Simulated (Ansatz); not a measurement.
# SnTe: band gap under strain

How does strain move the band edges of SnTe (rocksalt), and do the functionals agree on it? States: -5.3 % equal strain in all directions; -4.0 % biaxial strain in x and y, free along z.

Code: Ansatz 0.2.0. PAW datasets, plane waves. Calculated at 0 K for a non-magnetic cell.

### 1 Starting point

The unstrained cell was relaxed with r2SCAN; in each strained cell the atoms were relaxed again with r2SCAN. Names of k-points are those of the unstrained zone, where strain can split equivalent points. First state: -5.3 % equal strain in all directions.

The symmetry is Fm-3m (No. 225, cubic); a = 6.042 Å in the conventional setting, 27.57 Å³ an atom. Near Sn stand 6 Te at 3.02 Å; near Te stand 6 Sn at 3.02 Å.

Structure file:

```cif
data_structure
_symmetry_space_group_name_H-M 'Fm-3m'
_symmetry_Int_Tables_number 225
_cell_length_a 6.0419
_cell_length_b 6.0419
_cell_length_c 6.0419
_cell_angle_alpha 90.000
_cell_angle_beta 90.000
_cell_angle_gamma 90.000
_cell_volume 220.55
loop_
_atom_site_label
_atom_site_type_symbol
_atom_site_symmetry_multiplicity
_atom_site_Wyckoff_symbol
_atom_site_fract_x
_atom_site_fract_y
_atom_site_fract_z
_atom_site_occupancy
Sn1 Sn 4 a 0.00000 0.00000 0.00000 1
Te1 Te 4 b 0.50000 0.00000 0.00000 1
```

### 2 -5.3 % equal strain in all directions: PBE

input.yaml reads:

```yaml
crystal:
  lattice:
    - [0.0, 3.0209336987, 3.0209336987]
    - [3.0209336987, 0.0, 3.0209336987]
    - [3.0209336987, 3.0209336987, 0.0]
  atoms:
    - { symbol: Sn, position: [0.0, 0.0, 0.0] }
    - { symbol: Te, position: [0.5, 0.5, 0.5] }
kpoints:
  mp_grid: { grid: [8, 8, 8] }
  band_path:
    path:
      - [0.0, 0.0, 0.0]
      - [0.5, 0.0, 0.5]
      - [0.625, 0.25, 0.625]
      - [0.375, 0.375, 0.75]
      - [0.5, 0.5, 0.5]
      - [0.5, 0.25, 0.75]
    npoints: 1
hamiltonian:
  xc: pbe
scf:
  occupations: { method: fermi_dirac, width: 0.02 }
  n_extra_bands: 4
output:
  forces: true
  stress: true
  eigenvalues: true
  write_density: true
  write_potential: true
  elf: true
  volumetric_format: npy
```

Started as:

```sh
ansatz run input.yaml --threads 4 --pin off --max-ram 3686MiB --backend cpu --events-out ev --progress --plain --runs-dir out
```

Further steps of the session: -5.3 % equal strain in all directions: r2SCAN; -5.3 % equal strain in all directions: HSE06; -4.0 % biaxial strain in x and y, free along z: PBE; -4.0 % biaxial strain in x and y, free along z: r2SCAN; -4.0 % biaxial strain in x and y, free along z: HSE06.

Q: Predict the outcome of this session.

**Answer**, as computed:

Least gap in eV (negative: overlap):

| state | PBE | r2SCAN | HSE06 |
| --- | --- | --- | --- |
| -5.3 % equal strain in all directions | 0.22 | – | 0.16 |
| -4.0 % biaxial strain in x and y, free along z | 0.34 | 0.33 | – |

In PBE the gap is least under -5.3 % equal strain in all directions (0.22 eV) and largest under -4.0 % biaxial strain in x and y, free along z (0.34 eV). Spin-orbit coupling is left out of the table, though the cell holds Te (Z = 52); in an element this heavy it can shift bands and gaps by tenths of an eV.
